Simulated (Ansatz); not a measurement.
A run of Ansatz 0.2.0 is set up as follows.

input.yaml

```yaml
crystal:
  lattice:
    - [-2.141, 2.141, 2.141]
    - [2.141, -2.141, 2.141]
    - [2.141, 2.141, -2.141]
  atoms:
    - { symbol: Na, position: [0.0, 0.0, 0.0] }
hamiltonian:
  xc: pbesol
  pseudopotentials: { kind: paw }
kpoints:
  mp_grid: { grid: [8, 8, 8] }
scf:
  occupations: { method: fermi_dirac, width: 0.05 }
output:
  forces: true
  stress: true
elastic:
  mode: clamped_ion
  stencil: two_point
```

Potentials or basis: Ansatz PAW.

Run with:

```bash
$ ansatz run input.yaml --threads 2 --pin off --max-ram 5632MiB --backend cpu --events-out ev --progress --plain --runs-dir out
```

(1) What does it give for the elastic constants C11, C12, C44?

(2) Predict the Voigt bulk modulus.

(3) What does it give for the pressure?

(4) Estimate the band gap on the k mesh.

## Answers

(1) 3, 7, 4 GPa.

(2) 6 GPa.

(3) -0.5 GPa.

(4) none (metal or under the smearing width).

Caveat: the elastic tensor has a negative eigenvalue, so either the cell is unstable as it stands or the mesh is too thin; the PAW data sets come from PBE, with cores solved anew for the run's functional, which leaves a small shift of forces and pressure.
